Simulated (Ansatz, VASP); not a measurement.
**One calculation of Os, two programs**

```xyz
2
Lattice="2.7559 0.0000 0.0000 -1.3780 2.3867 0.0000 0.0000 0.0000 4.3427" Properties=species:S:1:pos:R:3 pbc="T T T"
Os    0.0000    1.5911    1.0857
Os    1.3780    0.7956    3.2570
```

Alike in both runs: task single point; functional PBE; k mesh 5 × 5 × 3; occupations fermi-dirac, width 0.1 eV; no spin polarisation.

|  | VASP | Ansatz |
| --- | --- | --- |
| version | VASP 6.6.1 | Ansatz 0.2.0 |
| potentials or method | VASP PAW PBE potentials, release 64 (Os) | plane waves (420 eV) with PAW, scalar-relativistic |
| plane-wave cutoff (eV) | 520 | 420 |
| valence electrons in the cell | 16 | 32 |

VASP gave:

```
pressure (GPa)                                  : 0.9
largest component of the traceless stress (GPa) : 6.65
```

Problem. Which values does Ansatz return?

Solution. Pressure (GPa): 1.0; largest component of the traceless stress (GPa): 6.90.

The functional is the same, so the differences come from potentials, cutoffs and numerics. The two sets of potentials don't hold the same shells in valence.

Caveats: the k mesh is coarse (spacing up to 0.53 Å⁻¹), so the values aren't converged. Spin-orbit coupling is left out, which matters for the levels of Os.
